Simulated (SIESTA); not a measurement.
# TiO2: band structure with LDA

**Experimental background.**

“Shallow Valence Band of Rutile GeO2 and P-type Doping”, 2020, arxiv:2011.08928 quotes, for a bulk crystal of TiO2 at 1.6 K: band gap 3.03 eV (direct).

The system is TiO2.

```
Ti O
1.0
     4.59984    0.00000    0.00000
     0.00000    4.59984    0.00000
     0.00000    0.00000    2.95921
Ti O
2 4
Direct
  0.00000 0.00000 0.50000
  0.50000 0.50000 0.00000
  0.30432 0.30432 0.50000
  0.19568 0.80432 0.00000
  0.80432 0.19568 0.00000
  0.69568 0.69568 0.50000
```

The cell is a database's computed one.

```
Program             : SIESTA 5.4.2
Task                : band structure
Functional          : LDA
Potentials or basis : PseudoDojo 0.4 standard (LDA files)
Basis               : DZP (energy shift 0.003 Ry; two zetas on semicore shells)
Grid cutoff         : 800 Ry
Energy shift        : 0.003 Ry
k mesh              : 6 × 6 × 9
Occupations         : fermi-dirac, width 0.05 eV
Spin                : no spin polarisation
```

- Pressure: -5.3 GPa
- Largest force: 0.056 eV/Å
- Band gap on the k mesh: 1.68 eV, direct
- Band gap along the path: 1.68 eV, direct
- Hirshfeld charges: Ti +0.51; O -0.25 e
- Voronoi charges: Ti +0.52; O -0.26 e

Forces in eV/Å, atoms in the order of the input:
```
Ti   0.000  0.000  0.000
Ti   0.000  0.000  0.000
O    0.040  0.040  0.000
O   -0.040  0.040  0.000
O    0.040 -0.040  0.000
O   -0.040 -0.040  0.000
```

Stress tensor (GPa, compression positive):
```
-5.03  0.00  0.00
 0.00 -5.03  0.00
 0.00  0.00 -5.95
```

Levels at the corners of the path, in eV from the valence-band top:
```
point  band 22  band 23  band 24  band 25  band 26  band 27
    Γ    -0.45    -0.45     0.00     1.68     1.94     2.27
    X    -1.73    -0.74    -0.74     2.37     2.37     2.89
    M    -1.35    -1.12    -1.12     1.72     1.72     2.35
    Γ    -0.45    -0.45     0.00     1.68     1.94     2.27
    Z    -2.44    -1.50    -1.50     2.89     2.89     3.02
    R    -2.14    -1.03    -1.03     1.73     1.73     3.04
    A    -1.31    -0.69    -0.69     2.49     2.49     3.06
    Z    -2.44    -1.50    -1.50     2.89     2.89     3.02
    X    -1.73    -0.74    -0.74     2.37     2.37     2.89
    R    -2.14    -1.03    -1.03     1.73     1.73     3.04
    M    -1.35    -1.12    -1.12     1.72     1.72     2.35
    A    -1.31    -0.69    -0.69     2.49     2.49     3.06
```

It took 74 s on 1 thread of AMD EPYC 9R45 96-Core Processor (Zen 5), with other jobs on the host, peak memory 0.49 GiB.

A measured gap of TiO2 is 3.03 eV (direct; 1.6 K; quoted in “Shallow Valence Band of Rutile GeO2 and P-type Doping”, 2020, arxiv:2011.08928); the calculated 1.68 eV misses it by -1.35 eV. 2 values of this kind are on record in papers (3.03 to 3.05 eV); this one was drawn at random among those near their median. The value is that of LDA in an atomic basis (PseudoDojo 0.4 standard (LDA files), DZP (energy shift 0.003 Ry; two zetas on semicore shells)), whose error adds to the functional's,, without temperature or zero-point motion. Semilocal functionals fall short of measured gaps as a rule. The cell is a database's relaxed one, not the measured one, which moves gaps too.

Caveat: Mulliken charges of long-ranged orbitals can have an unphysical sign; the basis of atomic orbitals isn't converged, which shifts pressures, moduli and gaps.
